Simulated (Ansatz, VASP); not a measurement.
This is a calculation of Rb for Ansatz 0.2.0.

Contents of input.yaml:

```yaml
crystal:
  lattice:
    - [-2.8025, 2.8025, 2.8025]
    - [2.8025, -2.8025, 2.8025]
    - [2.8025, 2.8025, -2.8025]
  atoms:
    - { symbol: Rb, position: [0.0, 0.0, 0.0] }
kpoints:
  mp_grid: { grid: [7, 7, 7] }
scf:
  occupations: { method: fermi_dirac, width: 0.05 }
hamiltonian:
  xc: revpbe
  pseudopotentials: { kind: all_electron, lapw: { basis_error: 0.001 } }
output:
  forces: true
  stress: true
relax:
  f_tol: 0.02
  max_steps: 60
  cell: {}
```

Potentials or basis: all-electron LAPW, scalar-relativistic.

The run is started by

```console
$ ansatz run input.yaml --threads 1 --pin off --max-ram 3072MiB --backend cpu --events-out ev --progress --plain --runs-dir out
```

**Question.** Set up the same calculation for VASP 6.6.1. Potentials there: VASP PAW PBE potentials, release 64 (Rb_sv).

**Answer.** As run (the cutoff follows the program's own potentials):

Contents of INCAR:

```
SYSTEM = Rb
ALGO     = Normal         ! electronic algorithm
EDIFF    = 1E-6           ! SCF threshold, eV
EDIFFG   = -0.02          ! ionic threshold
ENCUT    = 600            ! plane-wave cutoff, eV
GGA      = RE             ! functional
IBRION   = 2              ! ionic algorithm
ISIF     = 3              ! what is computed and relaxed
ISMEAR   = -1             ! smearing method
LASPH    = .True.         ! aspherical terms in the spheres
LCHARG   = .False.        ! write CHGCAR
LREAL    = .False.        ! projectors in reciprocal space
LWAVE    = .False.        ! write WAVECAR
NELM     = 100            ! most SCF steps
NSW      = 80             ! ionic steps
PREC     = Accurate       ! precision mode
SIGMA    = 0.05           ! smearing width, eV
```

File KPOINTS:

```
k-points
0
Gamma
  7 7 7
  0 0 0
```

The input POSCAR:

```
Rb
1.0
   -2.8025000000      2.8025000000      2.8025000000
    2.8025000000     -2.8025000000      2.8025000000
    2.8025000000      2.8025000000     -2.8025000000
Rb
1
Direct
    0.0000000000      0.0000000000      0.0000000000
```

Potentials or basis: VASP PAW PBE potentials, release 64 (Rb_sv).

Command:

```bash
$ cat potpaw_PBE.64/Rb_sv/POTCAR > POTCAR
$ mpirun -np 1 vasp_std > vasp.out
```

Both were run:

|  | VASP | Ansatz | Ansatz less VASP |
| --- | --- | --- | --- |
| relaxed volume (Å³/atom) | 97.66 | 98.86 | +1.197 |
| relaxed cell length with the largest relative difference (Å) | 5.025 | 5.045 | +0.0205 |
| energy change over the relaxation (meV/atom) | -11 | -11 | -0.2 |

Ansatz ran all-electron here, so the differences hold the error of VASP's frozen core and of both bases.

Caveats: the PAW data sets were made with another functional, which shifts forces and pressure a little (VASP). revPBE gives volumes clearly too large for solids. Zero-point motion and thermal expansion aren't in these numbers.
